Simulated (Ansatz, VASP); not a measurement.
Given: the input of a run of Ansatz 0.2.0 on Ru (Ruthenium). 

File input.yaml:

```yaml
crystal:
  lattice:
    - [2.7058, 0.0, 0.0]
    - [-1.3529, 2.3432915376, 0.0]
    - [0.0, 0.0, 4.2819]
  atoms:
    - { symbol: Ru, position: [0.6666666667, 0.3333333333, 0.75] }
    - { symbol: Ru, position: [0.3333333333, 0.6666666667, 0.25] }
kpoints:
  mp_grid: { grid: [11, 11, 6] }
scf:
  occupations: { method: fermi_dirac, width: 0.05 }
hamiltonian:
  xc: blyp
  pseudopotentials: { kind: all_electron, lapw: { basis_error: 0.001 } }
output:
  forces: true
  stress: true
relax:
  f_tol: 0.02
  max_steps: 60
  cell: {}
```

Potentials or basis: all-electron LAPW, scalar-relativistic.

Run with:

```console
$ ansatz run input.yaml --threads 1 --pin off --max-ram 3072MiB --backend cpu --events-out ev --progress --plain --runs-dir out
```

Question: What does the same run look like in VASP 6.6.1? Potentials or basis there: PBE PAW files Ru_pv, 600 eV.

Answer: As run (cutoffs and basis follow the program's own potentials, and thresholds, step limits or extra output files can differ):

Contents of INCAR:

```
AGGAC = 1.0
AGGAX = 1.0
ALDAC = 0.0
ALDAX = 1.0
ALGO = Normal
EDIFF = 1E-7
EDIFFG = -0.01
ENCUT = 600
GGA = B5
IBRION = 2
ISIF = 3
ISMEAR = -1
LASPH = T
LCHARG = F
LREAL = F
LWAVE = F
NELM = 60
NSW = 60
PREC = Accurate
SIGMA = 0.05
```

File KPOINTS:

```
k-points
0
Gamma
  11 11 6
```

POSCAR

```
Ru
1.0
    2.7058000000      0.0000000000      0.0000000000
   -1.3529000000      2.3432915376      0.0000000000
    0.0000000000      0.0000000000      4.2819000000
Ru
2
Direct
    0.6666666667      0.3333333333      0.7500000000
    0.3333333333      0.6666666667      0.2500000000
```

Potentials or basis: VASP PAW PBE potentials, release 64 (Ru_pv).

Run with:

```bash
$ cat potpaw_PBE.64/Ru_pv/POTCAR > POTCAR
$ mpirun -np 1 vasp_std > vasp.out
```

Both were run:

|  | Ansatz | VASP |
| --- | --- | --- |
| Relaxed volume | 14.43 Å³/atom | 14.45 Å³/atom |
| Relaxed cell | a = 2.764 Å, b = 2.764 Å, c = 4.360 Å, α = 90.00°, β = 90.00°, γ = 120.00° | a = 2.766 Å, b = 2.766 Å, c = 4.364 Å, α = 90.00°, β = 90.00°, γ = 120.00° |
| Space group after relaxing | P6_3/mmc (No. 194) | P6_3/mmc (No. 194) |
| Pressure after relaxing | 0.0 GPa | 0.0 GPa |

VASP's potentials were made for PBE.

Where Ansatz's input types no cutoff or centring, it takes its own default and a Γ-centred mesh.

Pressure is positive in compression.
